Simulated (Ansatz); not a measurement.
BaS:

```xyz
2
Lattice="0.0000 3.1938 3.1938 3.1938 0.0000 3.1938 3.1938 3.1938 0.0000" Properties=species:S:1:pos:R:3 pbc="T T T"
Ba    0.0000    0.0000    0.0000
S     3.1938    3.1938    3.1938
```

Base run:

* Program: Ansatz 0.2.0
* Functional: RPBE
* Potentials or basis: Ansatz PAW
* Cutoff: 420 eV (not typed: the program's choice for these potentials)
* k mesh: 7 × 7 × 7
* Occupations: gaussian, width 0.05 eV
* Spin: no spin polarisation

Its results: band gap on the k mesh 2.41 eV, indirect (least direct gap 2.52 eV); pressure 2.4 GPa.

**Question.** The run is repeated on the same cell with these changes: functional from RPBE to PBE. What comes out?

**Answer.** Band gap on the k mesh 2.26 eV, indirect (least direct gap 2.38 eV); pressure 0.8 GPa.

PBE binds more tightly than RPBE, so the same cell stands under less pressure.

Caveats: odd divisions of the mesh miss points on the zone boundary, where band edges often lie, so the gap on the mesh can be too wide; spin-orbit coupling is left out, which moves the levels of the heavy elements; the PAW data sets come from PBE, with cores solved anew for the run's functional, which leaves a small shift of forces and pressure (some runs).

A k mesh can miss the band edges.
